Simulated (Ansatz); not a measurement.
Runs of Ansatz 0.2.0 on WS2. The cell holds a slab with vacuum, 3 atoms: a = 3.184 Å, b = 3.184 Å, c = 16.951 Å, α = 90.00°, β = 90.00°, γ = 120.00°. 

```tsv
task	level	cell	k mesh	smearing	points for each segment of the path	mesh quality	gap on the mesh (eV)	relaxed volume (Å³/atom)	largest force (eV/Å)
band structure	LDA	as given	10 × 10 × 2	fermi-dirac 0.05 eV	14	not flagged	1.97	-	0.40
relaxation of cell and atoms	HSE03	relaxed	5 × 5 × 1	fermi-dirac 0.05 eV	-	coarse	2.67	48.92	-
relaxation of cell and atoms	PBEsol+D3(BJ)	relaxed	10 × 10 × 2	fermi-dirac 0.05 eV	-	not flagged	2.24	(b)	-
Born charges and dielectric tensor	LDA	as given	10 × 10 × 2	fixed	-	not flagged	1.97	-	-
band structure	PBE0	as given	5 × 5 × 1	fermi-dirac 0.05 eV	4	coarse	-	-	(a)
```

Alike in all rows: potentials or basis Ansatz PAW; no spin polarisation; cutoff (eV) 420.

Fill in the values left out.

(a) 0.22; (b) 47.71.

Caveats: some runs use coarse meshes; the PAW data sets come from PBE, with cores solved anew for the run's functional, which leaves a small shift of forces and pressure; spin-orbit coupling is left out, which moves the levels of the heavy elements (some runs); the k mesh misses the band edges, so the gap on the mesh is wider than the one along the path (some runs); the plane-wave basis is chosen anew once the cell has moved, so the energies of steps on either side of that aren't comparable (some runs); odd divisions of the mesh miss points on the zone boundary, where band edges often lie, so the gap on the mesh can be too wide (some runs).

A k mesh can miss the band edges, and the runs leave out spin-orbit coupling on W.

Not every run made on this cell is shown here.
